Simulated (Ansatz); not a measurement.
Structure types of CoSi were relaxed at one common pressure (all-electron LAPW in Ansatz 0.2.0 under PBE, scalar-relativistic, no spin polarisation, zero temperature). They take these volumes:

```
        type  space group  V (Å³/atom)
    rocksalt        Fm-3m        11.77
        CsCl        Pm-3m        10.13
distorted WC        P-6m2        10.61
        NiAs     P6_3/mmc        11.61
  zincblende        F-43m        14.84
```

**Question.** At about which pressure, and is the densest type also the lowest in enthalpy?

**Answer.** 14 GPa. The densest is CsCl, and it is also the lowest in enthalpy among these.
